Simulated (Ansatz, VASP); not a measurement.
# Two plane-wave programs on LiH

POSCAR

```
LiH
1.0
    3.2294357923      0.0000000000      0.0000000000
   -1.6147178961      2.7967734360      0.0000000000
    0.0000000000      0.0000000000      4.0373295223
Li H
2 2
Direct
    0.3333333333      0.6666666667      0.2500000000
    0.6666666667      0.3333333333      0.7500000000
    0.6666666667      0.3333333333      0.2500000000
    0.3333333333      0.6666666667      0.7500000000
```

Contents of INCAR.step1:

```
SYSTEM = LiH
PREC = Accurate ; ENCUT = 520
ISMEAR = 0 ; SIGMA = 0.01
LREAL = .FALSE. ; LASPH = .TRUE.
NELM = 100 ; NBANDS = 12
GGA = PE ; ALGO = Normal
EDIFF = 1E-4 ; LWAVE = .TRUE.
LCHARG = .FALSE.
```

Contents of INCAR.step2:

```
SYSTEM = LiH
PREC = Accurate ; ENCUT = 520
EDIFF = 1E-7 ; ISMEAR = 0
SIGMA = 0.01 ; LREAL = .FALSE.
LASPH = .TRUE. ; NELM = 100
ALGO = Normal ; ISIF = 2
LWAVE = .FALSE. ; LCHARG = .FALSE.
METAGGA = R2SCAN ; LMIXTAU = .TRUE.
NBANDS = 12 ; ISTART = 1
```

KPOINTS

```
Automatic mesh
0
G
  12 12 6
  0 0 0
```

Input for Ansatz:

```yaml
crystal:
  lattice:
    - [3.2294357923, 0.0, 0.0]
    - [-1.6147178961, 2.796773436, 0.0]
    - [0.0, 0.0, 4.0373295223]
  atoms:
    - { symbol: Li, position: [0.3333333333, 0.6666666667, 0.25] }
    - { symbol: Li, position: [0.6666666667, 0.3333333333, 0.75] }
    - { symbol: H, position: [0.6666666667, 0.3333333333, 0.25] }
    - { symbol: H, position: [0.3333333333, 0.6666666667, 0.75] }
kpoints:
  mp_grid: { grid: [12, 12, 6] }
  band_path:
    path:
      - [0.0, 0.0, 0.0]
      - [0.5, 0.0, 0.0]
      - [0.3333333333, 0.3333333333, 0.0]
      - [0.0, 0.0, 0.5]
      - [0.5, 0.0, 0.5]
      - [0.3333333333, 0.3333333333, 0.5]
    npoints: 1
hamiltonian:
  xc: r2scan
scf:
  occupations: { method: fixed }
  n_extra_bands: 5
output:
  forces: true
  stress: true
  eigenvalues: true
```

Change from the starting cell: hydrostatic strain -0.8%.

Alike in both runs: task single point; functional r2SCAN; k mesh 12 × 12 × 6; no spin polarisation.

|  | VASP | Ansatz |
| --- | --- | --- |
| version | VASP 6.6.1 | Ansatz 0.2.0 |
| potentials or method | VASP PAW PBE potentials, release 64 (Li_sv, H) | plane waves, PAW |
| plane-wave cutoff (eV) | 520 | 500 |
| occupations | gaussian, width 0.01 eV | fixed |
| valence electrons in the cell | 8 | 8 |

|  | VASP | Ansatz | Ansatz less VASP |
| --- | --- | --- | --- |
| gap on the k mesh at the Fermi level (eV) | 2.26 | 2.30 | +0.043 |

 A k mesh can miss the band edges.
